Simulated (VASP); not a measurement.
# GaSb: single point with PBE

**What was measured.**

A printed reference work, data compilation reports, for a bulk crystal of GaSb at 4.2 K: band gap 0.811 eV (direct).

Crystal: GaSb.

```xyz
2
Lattice="0.0000 3.0590 3.0590 3.0590 0.0000 3.0590 3.0590 3.0590 0.0000" Properties=species:S:1:pos:R:3 pbc="T T T"
Sb    4.5885    4.5885    4.5885
Ga    0.0000    0.0000    0.0000
```

```yaml
Program: VASP 6.6.1
Task: single point
Functional: PBE
Potentials_or_basis: VASP PAW PBE potentials, release 64 (Sb, Ga_d)
Cutoff: 520 eV
k_mesh: 8 × 8 × 8
Occupations: gaussian, width 0.016 eV
Spin: no spin polarisation
Dipole_correction: no
Further_INCAR_settings: ALGO = Normal; EDIFF = 1e-07; NBANDS = 16
```

The pressure is 2.4 GPa and the band gap on the k mesh is 0.04 eV, direct.

Levels at points of the mesh, in eV from the valence-band top:
```tsv
k point	band 6	band 7	band 8	band 9	band 10	band 11	band 12	band 13
(0.00, 0.00, 0.00)	-11.48	0.00	0.00	0.00	0.04	2.78	2.78	2.78
(0.50, 0.00, 0.00)	-9.85	-6.37	-1.15	-1.15	0.40	3.75	3.75	6.47
(0.50, 0.50, 0.00)	-9.02	-6.81	-2.57	-2.57	0.90	1.25	8.68	8.68
```

It took 10 s on 1 thread of Intel(R) Xeon(R) 6975P-C (Granite Rapids), with other jobs on the host, peak memory 0.18 GiB.

Against the measured gap of GaSb, 0.811 eV (direct; 4.2 K; a printed reference work, data compilation), the calculated 0.04 eV is off by -0.78 eV. Spin-orbit coupling on Ga, Sb is left out. The value is that of PBE on a finite k mesh, which can miss the band edges, without temperature or zero-point motion. Semilocal functionals fall short of measured gaps as a rule.

Caveat: spin-orbit coupling is left out, which moves the levels of the heavy elements.
